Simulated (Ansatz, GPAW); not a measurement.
Given: the input of a run of Ansatz 0.2.0 on Mo. 

File input.yaml:

```yaml
crystal:
  lattice:
    - [-1.5838089719, 1.5838089719, 1.5838089719]
    - [1.5838089719, -1.5838089719, 1.5838089719]
    - [1.5838089719, 1.5838089719, -1.5838089719]
  atoms:
    - { symbol: Mo, position: [0.0, 0.0, 0.0] }
hamiltonian:
  xc: pbe
  pseudopotentials: { kind: paw }
kpoints:
  mp_grid: { grid: [12, 12, 12] }
scf:
  occupations: { method: gaussian, width: 0.1 }
output:
  forces: true
  stress: true
  eigenvalues: true
  write_density: true
  write_potential: true
  elf: true
  volumetric_format: npy
```

Potentials or basis: Ansatz PAW.

The run is started by

```sh
$ ansatz run input.yaml --threads 2 --pin off --max-ram 5632MiB --backend cpu --events-out ev --progress --plain --runs-dir out
```

**Question.** What does the same run look like in GPAW 26.7.0 (ASE script)? Potentials or basis there: GPAW PAW data sets (gpaw-data 1.2.1), cutoff 600 eV.

**Answer.** As run (cutoffs and basis follow the program's own potentials, and thresholds, step limits or extra output files can differ):

The input run.py:

```python
from ase.dft.bandgap import bandgap
from ase.io import read, write
from ase.units import Bohr, GPa
from gpaw import GPAW, PW
from gpaw.elf import elf_from_dft_calculation

atoms = read('POSCAR')

calc = GPAW(mode=PW(600),
            xc='PBE',
            kpts={'size': (12, 12, 12), 'gamma': True},
            occupations={'name': 'methfessel-paxton', 'order': 0, 'width': 0.1},
            nbands=16,
            convergence={'density': 1e-05, 'energy': 1e-05},
            maxiter=150,
            txt='gpaw.txt')
atoms.calc = calc
energy = atoms.get_potential_energy()
forces = atoms.get_forces()
stress = atoms.get_stress()
calc.write('gs.gpw')
write('result.traj', atoms)
print(f'Energy: {energy:.6f} eV')
print('Forces (eV/A):')
print(forces.round(4))
print('Stress (GPa):', (stress / GPa).round(3))
print('Fermi level:', round(calc.get_fermi_level(), 4), 'eV')
print(f'Gap: {bandgap(calc)[0]:.4f} eV, direct: {bandgap(calc, direct=True)[0]:.4f} eV')

# fields on the real-space grid
write('density.cube', atoms, data=calc.get_pseudo_density() * Bohr**3)
write('potential.cube', atoms, data=calc.get_electrostatic_potential())
write('elf.cube', atoms, data=elf_from_dft_calculation(calc).data)
```

File POSCAR:

```
Mo
1.0
   -1.5838089719      1.5838089719      1.5838089719
    1.5838089719     -1.5838089719      1.5838089719
    1.5838089719      1.5838089719     -1.5838089719
Mo
1
Direct
    0.0000000000      0.0000000000      0.0000000000
```

Potentials or basis: GPAW PAW data sets (gpaw-data 1.2.1), pw.

The run is started by

```sh
$ OMP_NUM_THREADS=1 python run.py
```

Both were run:

|  | Ansatz | GPAW |
| --- | --- | --- |
| Pressure | -1.9 GPa | -2.2 GPa |

Ansatz's pressure holds a Pulay term of +0.05 GPa for its cutoff of 420 eV, which the other run lacks.

Where Ansatz's input types no cutoff or centring, it takes its own default and a Γ-centred mesh.

Pressure is positive in compression.
